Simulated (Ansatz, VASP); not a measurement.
# Al: VASP beside Ansatz

INCAR

```
PREC = Accurate ; ENCUT = 520
EDIFF = 1E-6 ; ISMEAR = 0
SIGMA = 0.1 ; LREAL = F
LASPH = T ; NELM = 80
ALGO = Normal ; ISIF = 2
LWAVE = F ; LCHARG = F
GGA = PE ; NBANDS = 10
```

KPOINTS

```
Automatic mesh
0
Gamma
  8 8 4
```

POSCAR

```
Al
1.0
    1.4088667967     -2.5446446430      0.0000000000
    1.4088667967      2.5446446430      0.0000000000
   -0.2710813642      0.0000000000      4.6663966741
Al
2
Direct
    0.6633834130      0.3366165870      0.7500000000
    0.3366165870      0.6633834130      0.2500000000
```

Input for Ansatz:

```yaml
crystal:
  lattice:
    - [1.4088667967, -2.544644643, 0.0]
    - [1.4088667967, 2.544644643, 0.0]
    - [-0.2710813642, 0.0, 4.6663966741]
  atoms:
    - { symbol: Al, position: [0.663383413, 0.336616587, 0.75] }
    - { symbol: Al, position: [0.336616587, 0.663383413, 0.25] }
basis:
  ecutwfc: 420
kpoints:
  mp_grid: { grid: [8, 8, 4] }
hamiltonian:
  xc: pbe
scf:
  occupations: { method: gaussian, width: 0.1 }
  lower_state_search: "off"
output:
  forces: true
  stress: true
  eigenvalues: true
```

Change from the starting cell: the structure that the rattled cell fell into.

Alike in both runs: task single point; functional PBE; k mesh 8 × 8 × 4; occupations gaussian, width 0.1 eV; no spin polarisation.

|  | VASP | Ansatz |
| --- | --- | --- |
| version | VASP 6.6.1 | Ansatz 0.2.0 |
| potentials or method | VASP PAW PBE potentials, release 64 (Al) | scalar-relativistic, plane waves, PAW |
| plane-wave cutoff (eV) | 520 | 420 |
| valence electrons in the cell | 6 | 6 |

VASP gave:

```
gap on the k mesh at the Fermi level (eV)       : none
pressure (GPa)                                  : 0.0
largest component of the traceless stress (GPa) : 3.09
```

Q: Which values does Ansatz return?

A: gap on the k mesh at the Fermi level (eV): none; pressure (GPa): 0.0; largest component of the traceless stress (GPa): 3.08.

A gap of «none» marks a metal or a gap that the smearing closes.
